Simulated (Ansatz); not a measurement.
## From the elastic tensor of BN to moduli and sound speeds

These are results of DFT PBE, scalar-relativistic, plane waves, PAW in Ansatz, not measurements. Plane waves to 420 eV; Γ-centred k mesh 12×12×12; fixed occupations. No spin polarisation.

The structure is cubic, space group F-43m (No. 216). The conventional cell has a = 3.625 Å, b = 3.625 Å, c = 3.625 Å, α = 90.00°, β = 90.00°, γ = 90.00°. B (site symmetry -43m) has 4 N at 1.57 Å as nearest neighbours. Around N (site symmetry -43m) lie 4 B at 1.57 Å.

Relaxed-ion constants (GPa, on the Cartesian axes of the calculation):
```
777.9 167.8 167.8   0.0   0.0   0.0
167.8 777.9 167.8   0.0   0.0   0.0
167.8 167.8 777.9   0.0   0.0   0.0
  0.0   0.0   0.0 441.4   0.0   0.0
  0.0   0.0   0.0   0.0 441.4   0.0
  0.0   0.0   0.0   0.0   0.0 441.4
```

Density 3.461 g/cm³; 2 atoms in 11.91 Å³.

The values that follow are for a polycrystal of randomly turned grains, by Hill's mean where one number stands.

With S = C⁻¹: B_V = (C11+C22+C33+2(C12+C13+C23))/9, G_V = (C11+C22+C33−C12−C13−C23+3(C44+C55+C66))/15, 1/B_R = S11+S22+S33+2(S12+S13+S23), 15/G_R = 4(S11+S22+S33−S12−S13−S23)+3(S44+S55+S66); Hill is their mean. Then v_l = √((B+4G/3)/ρ), v_t = √(G/ρ), v_m = [(2/v_t³+1/v_l³)/3]^(−1/3) and Θ = (ħ/k_B)·v_m·(6π²n/V)^(1/3) for n atoms in the volume V; E = 9BG/(3B+G), ν = (3B−2G)/(2(3B+G)) and A^U = 5G_V/G_R + B_V/B_R − 6.

```json
{
 "Bulk modulus, Voigt / Reuss / Hill": "371.1 / 371.1 / 371.1 GPa",
 "Shear modulus, Voigt / Reuss / Hill": "386.9 / 374.5 / 380.7 GPa",
 "Young's modulus": "851 GPa",
 "Poisson ratio": "0.118",
 "Pugh ratio B/G": "0.97",
 "Universal anisotropy index": "0.17",
 "Longitudinal and transverse sound speeds": "15933 and 10487 m/s",
 "Debye temperature from the mean sound speed": "1886 K"
}
```

Cost: 1 run of about 0.64 core-minutes, on Arm Neoverse V1 (shared hosts).

Cubic BN resists shear about as strongly as compression: the averaged shear modulus of 380.7 GPa even slightly exceeds the bulk modulus of 371.1 GPa. The reason is the network of short, strongly covalent, partly polar sp³ bonds, in which shear must bend bond angles as well as change bond lengths. C44 far above C12 violates the Cauchy relation in the sense expected for such directional, non-central forces. Together with the light atoms, this stiffness yields the very high sound speeds and Debye temperature.

The crystal is not elastically isotropic. C44 exceeds half the difference C11 − C12, so Young's modulus is largest along ⟨111⟩, the bond directions. The equal Voigt and Reuss bulk moduli follow from cubic symmetry and say nothing against this anisotropy.

The constants lie somewhat below the accepted experimental ones, probably because PBE slightly underbinds and expands the lattice. The tensor satisfies the cubic criteria for elastic stability, but hardness and fracture strength also depend on plastic deformation and defects, which linear elasticity does not describe.
